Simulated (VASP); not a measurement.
# Cu (Fm-3m) in VASP: settings compared, part 2 of 2

VASP 6.6.1.

## Step 4: Relaxation of cell and atoms, PBE

This run uses another cell than the first one, of 12.01 Å³/atom, 1.017 times its volume.

File INCAR:

```
SYSTEM = Cu
PREC = Accurate ; ENCUT = 600
EDIFF = 1E-7 ; ISMEAR = 1
SIGMA = 0.1 ; LREAL = .FALSE.
LASPH = .TRUE. ; NELM = 80
ALGO = Normal ; ISIF = 3
LWAVE = .FALSE. ; LCHARG = .FALSE.
GGA = PE ; IBRION = 2
NSW = 90 ; EDIFFG = -0.005
KPAR = 2
```

File KPOINTS:

```
Automatic mesh
0
G
  18 18 18
  0 0 0
```

File POSCAR:

```
Cu                                      
1.0
    0.0000000000      1.8178591641      1.8178591641
    1.8178591641     -0.0000000000      1.8178591641
    1.8178591641      1.8178591641      0.0000000000
  Cu            
     1
Direct
     0.0000000000000000    0.0000000000000000    0.0000000000000000
```

Potentials or basis: VASP PAW PBE potentials, release 64 (Cu).

On the command line:

```bash
$ cat potpaw_PBE.64/Cu/POTCAR > POTCAR
$ mpirun -np 2 vasp_std > vasp.out
```

OUTCAR:

```text
SYSTEM = Cu
   PREC = Accurate
   ENCUT = 600
   EDIFF = 1E-7
   ISMEAR = 1
   LREAL = .FALSE.
   LASPH = .TRUE.
   NELM = 80
   ISIF = 3
   GGA = PE
   IBRION = 2
   NSW = 90
   EDIFFG = -0.005

 ion  position               nearest neighbor table
   1  0.000  0.000  0.000-

  LATTYP: Found a face centered cubic cell.
 ALAT       =     3.6357183282

  Lattice vectors:

 A1 = (   0.0000000000,   1.8178591641,   1.8178591641)
 A2 = (   1.8178591641,   0.0000000000,   1.8178591641)
 A3 = (   1.8178591641,   1.8178591641,   0.0000000000)

Analysis of symmetry for initial positions (statically):
=====================================================================
 Subroutine PRICEL returns:
 Original cell was already a primitive cell.

 Routine SETGRP: Setting up the symmetry group for a
 face centered cubic supercell.

 Subroutine GETGRP returns: Found 48 space group operations
 (whereof 48 operations were pure point group operations)
 out of a pool of 48 trial point group operations.

The static configuration has the point symmetry O_h .

Analysis of symmetry for dynamics (positions and initial velocities):
[... 159 lines left out ...]

 E-fermi :   7.3451     XC(G=0): -12.6257

 val. band max:        7.2916192079   @ k =   0.5000   0.3333   0.1667
 cond. band min:       7.3524139472   @ k =   0.5000   0.2778   0.1111
 fundamental gap:      0.0607947393
 Fermi energy:         7.3451145287

 k-point     1 :       0.0000    0.0000    0.0000
  band No.  band energies     occupation
      1      -1.8461      2.00000
      2       4.4071      2.00000
      3       4.4071      2.00000
      4       4.4071      2.00000
      5       5.2078      2.00000
      6       5.2078      2.00000
      7      29.8314      0.00000
      8      32.3437      0.00000
      9      32.3437      0.00000
[... 265 lines left out ...]
 k-point    24 :      -0.2222    0.0556    0.0000
  band No.  band energies     occupation
      1       0.2040      2.00000
      2       4.1245      2.00000
      3       4.5599      2.00000
      4       4.5972      2.00000
      5       5.1620      2.00000
      6       5.3991      2.00000
      7      20.2066      0.00000
      8      27.1298      0.00000
      9      30.8292      0.00000

 [... further k-points ...]
[... 5 lines left out ...]
  --------------------------------------------------------------------------------------
  -------------------------------------------------------------------------------------
  Total        0.0035913      0.0035913      0.0035913      0.0000000      0.0000000      0.0000000
  in kB        0.4789105      0.4789105      0.4789105      0.0000000      0.0000000      0.0000000
  external PRESSURE =       0.4789105 kB  Pullay stress =       0.0000000 kB

 VOLUME and BASIS-vectors are now :
 -----------------------------------------------------------------------------
  energy-cutoff  :      600.00
  volume of cell :       12.01
      direct lattice vectors                 reciprocal lattice vectors
     0.000000000  1.817859164  1.817859164    -0.275048810  0.275048810  0.275048810
     1.817859164  0.000000000  1.817859164     0.275048810 -0.275048810  0.275048810
     1.817859164  1.817859164  0.000000000     0.275048810  0.275048810 -0.275048810

 POSITION                                       TOTAL-FORCE (eV/Angst)
 -----------------------------------------------------------------------------------
      0.00000      0.00000      0.00000        -0.000000      0.000000     -0.000000
 -----------------------------------------------------------------------------------
    total drift:                               -0.000000      0.000000      0.000000

  FREE ENERGIE OF THE ION-ELECTRON SYSTEM (eV)
  ---------------------------------------------------
  free  energy   TOTEN  =        -3.7284971797 eV

  energy  without entropy=       -3.7285352375  energy(sigma->0) =       -3.72850987

 reached required accuracy - stopping structural energy minimisation
```

OSZICAR:

```text
N       E                     dE             d eps       ncg     rms          rms(c)
DAV:   1     0.390570053104E+02    0.39057E+02   -0.62880E+03  3583   0.232E+03
DAV:   2    -0.413614382948E+01   -0.43193E+02   -0.41117E+02  3527   0.206E+02
DAV:   3    -0.461948355423E+01   -0.48334E+00   -0.48208E+00  4225   0.310E+01
DAV:   4    -0.462309800319E+01   -0.36144E-02   -0.36141E-02  4216   0.246E+00
DAV:   5    -0.462313469070E+01   -0.36688E-04   -0.36687E-04  4195   0.201E-01    0.764E+00
DAV:   6    -0.412197972086E+01    0.50115E+00   -0.17132E+01  3692   0.976E+01    0.400E+00
DAV:   7    -0.374018281000E+01    0.38180E+00   -0.27308E+00  3727   0.388E+01    0.542E-01
DAV:   8    -0.373045684916E+01    0.97260E-02   -0.65317E-03  4248   0.173E+00    0.336E-01
DAV:   9    -0.372850180210E+01    0.19550E-02   -0.14321E-02  3844   0.262E+00    0.352E-02
DAV:  10    -0.372849793608E+01    0.38660E-05   -0.77532E-05  5197   0.190E-01    0.656E-03
DAV:  11    -0.372849721542E+01    0.72066E-06   -0.47259E-07  3948   0.916E-03    0.655E-04
DAV:  12    -0.372849717965E+01    0.35772E-07   -0.43935E-08  2316   0.430E-03
   1 F= -.37284972E+01 E0= -.37285099E+01  d E =-.372850E+01
```

Run time: 8.5 s. Hardware: 2 MPI ranks of Intel Xeon Platinum 8488C (Sapphire Rapids), shared host; peak memory 0.14 GiB.

Results:

```yaml
Free_energy: -3.7285 eV
Pressure_after_relaxing: 0.0 GPa
Band_gap_on_the_k_mesh: none (metal or under the smearing width)
```

Final structure:
```xyz
1
Lattice="0.0000 1.8179 1.8179 1.8179 0.0000 1.8179 1.8179 1.8179 0.0000" Properties=species:S:1:pos:R:3 pbc="T T T"
Cu    0.0000    0.0000    0.0000
```

Caveat: the relaxation stopped at its first step, so nothing moved.

## Step 5: Relaxation of cell and atoms, PBEsol, target pressure 21.1 GPa, at which the enthalpy is minimised

File INCAR:

```
SYSTEM = Cu
  ALGO = Normal
  EDIFF = 1E-6
  EDIFFG = -0.01
  ENCUT = 600
  GGA = PS
  IBRION = 2
  ISIF = 3
  ISMEAR = 1
  LASPH = .True.
  LCHARG = .False.
  LREAL = .False.
  LWAVE = .False.
  NELM = 80
  NSW = 90
  PREC = Accurate
  PSTRESS = 211.0
  SIGMA = 0.1
```

File KPOINTS:

```
k-points
0
Gamma
  18 18 18
  0 0 0
```

File POSCAR:

```
Cu
1.0
    0.0000000000      1.8075000000      1.8075000000
    1.8075000000      0.0000000000      1.8075000000
    1.8075000000      1.8075000000      0.0000000000
Cu
1
Direct
    0.0000000000      0.0000000000      0.0000000000
```

On the command line:

```bash
$ cat potpaw_PBE.64/Cu/POTCAR > POTCAR
$ mpirun -np 1 vasp_std > vasp.out
```

Wall time 44 s (1 thread of Intel Xeon Platinum 8259CL at 2.50GHz (Skylake/Cascade Lake), shared host); peak memory 0.15 GiB.

It converged, with:

| Item | Value |
| --- | --- |
| Free energy | -4.2439 eV |
| Relaxed volume | 10.28 Å³/atom |
| Relaxed cell | a = 2.441 Å, b = 2.441 Å, c = 2.441 Å, α = 60.00°, β = 60.00°, γ = 60.00° |
| Space group after relaxing (to 0.05 Å) | Fm-3m (No. 225) |
| Energy change on relaxing (the enthalpy is what falls) | +56.8 meV/atom |
| Ionic steps | 4 |
| Pressure after relaxing | 21.0 GPa |
| Band gap on the k mesh | none (metal or under the smearing width) |

The path:
```tsv
step	energy change (eV)	largest force (eV/Å)	pressure (GPa)	volume (Å³)
1	0.0000	0.0000	-5.61	11.81
2	0.5089	0.0000	82.18	8.75
3	0.0503	0.0000	19.46	10.33
4	0.0568	0.0000	21.03	10.28
```

Final structure:
```
Cu
1.0
     0.00000    1.72596    1.72596
     1.72596    0.00000    1.72596
     1.72596    1.72596    0.00000
Cu
1
Direct
  0.00000 0.00000 0.00000
```

Levels at points of the mesh, in eV from the Fermi level:
| k point | band 4 | band 5 | band 6 | band 7 | band 8 | band 9 |
| --- | --- | --- | --- | --- | --- | --- |
| (0.00, 0.00, 0.00) | -3.44 | -2.41 | -2.41 | 23.73 | 27.45 | 27.45 |
| (0.50, 0.00, 0.00) | -1.71 | -1.71 | -1.41 | 4.54 | 22.15 | 24.30 |
| (0.50, 0.50, 0.00) | -1.53 | -1.53 | 1.40 | 8.17 | 14.20 | 14.20 |

Caveat: the cell is relaxed towards a set pressure, so the enthalpy falls and the energy may rise; the PAW data sets were made with another functional, which shifts forces and pressure a little.

## Step 6: Relaxation of cell and atoms, PBEsol, target pressure 21.1 GPa, at which the enthalpy is minimised

This run uses another cell than the first one, of 10.28 Å³/atom, 0.871 times its volume.

INCAR, as its differences from that of step 5:

```diff
@@ -2,4 +2,4 @@
   ALGO = Normal
-  EDIFF = 1E-6
-  EDIFFG = -0.01
+  EDIFF = 1E-7
+  EDIFFG = -0.005
   ENCUT = 600
```

KPOINTS is that of step 5.

File POSCAR:

```
Cu                                      
1.0
    0.0000000000      1.7259639944      1.7259639944
    1.7259639944      0.0000000000      1.7259639944
    1.7259639944      1.7259639944      0.0000000000
  Cu            
     1
Direct
     0.0000000000000000    0.0000000000000000    0.0000000000000000
```

Potentials or basis: VASP PAW PBE potentials, release 64 (Cu).

On the command line:

```bash
$ cat potpaw_PBE.64/Cu/POTCAR > POTCAR
$ mpirun -np 1 vasp_std > vasp.out
```

Run time: 29 s. Hardware: 1 thread of Intel Xeon Platinum 8259CL at 2.50GHz (Skylake/Cascade Lake), shared host; peak memory 0.14 GiB.

It converged, with:

```
Free energy                                            : -4.2434 eV
Relaxed volume                                         : 10.29 Å³/atom
Relaxed cell                                           : a = 2.441 Å, b = 2.441 Å, c = 2.441 Å, α = 60.00°, β = 60.00°, γ = 60.00°
Space group after relaxing (to 0.05 Å)                 : Fm-3m (No. 225)
Energy change on relaxing (the enthalpy is what falls) : -0.3 meV/atom
Ionic steps                                            : 3
Pressure after relaxing                                : 21.1 GPa
Band gap on the k mesh                                 : none (metal or under the smearing width)
```

Step by step:
| step | energy change (eV) | largest force (eV/Å) | pressure (GPa) | volume (Å³) |
| --- | --- | --- | --- | --- |
| 1 | 0.0000 | 0.0000 | 21.19 | 10.28 |
| 2 | -0.0011 | 0.0000 | 21.00 | 10.29 |
| 3 | -0.0003 | 0.0000 | 21.11 | 10.29 |

Final structure:
```
Cu
1.0
     0.00000    1.72611    1.72611
     1.72611    0.00000    1.72611
     1.72611    1.72611    0.00000
Cu
1
Cartesian
  0.0000 0.0000 0.0000
```

Levels at points of the mesh, in eV from the Fermi level:
```
           k point  band 4  band 5  band 6  band 7  band 8  band 9
(0.00, 0.00, 0.00)   -3.44   -2.41   -2.41   23.72   27.44   27.44
(0.50, 0.00, 0.00)   -1.71   -1.71   -1.41    4.54   22.15   24.30
(0.50, 0.50, 0.00)   -1.53   -1.53    1.40    8.17   14.19   14.19
```

Caveat: the cell is relaxed towards a set pressure, so the enthalpy falls and the energy may rise; the PAW data sets were made with another functional, which shifts forces and pressure a little.

## Step 7: Overview

| task | level | cell | target pressure | gap on the mesh (eV) | pressure (GPa) |
| --- | --- | --- | --- | --- | --- |
| relaxation of the atoms | PBE+D3(BJ) | atoms relaxed from: a relaxed cell with its volume scaled by 1.06 | - | none | -8.2 |
| relaxation of cell and atoms | PBE | relaxed | - | none | 0.0 |
| relaxation of cell and atoms | PBEsol | relaxed to 21.1 GPa | 21.1 GPa | none | 21.1 |

Alike in all rows: potentials or basis VASP PAW PBE potentials, release 64 (Cu); no spin polarisation; k mesh 18 × 18 × 18; cutoff (eV) 600; smearing methfessel-paxton 0.1 eV.

Caveats: the relaxation stopped at its first step, so nothing moved (some runs); pairwise dispersion overbinds metals, which lowers pressure and volume (some runs); the cell is relaxed towards a set pressure, so the enthalpy falls and the energy may rise (some runs); the PAW data sets were made with another functional, which shifts forces and pressure a little (some runs).

Absolute energies hang on the potentials; compare differences alone.
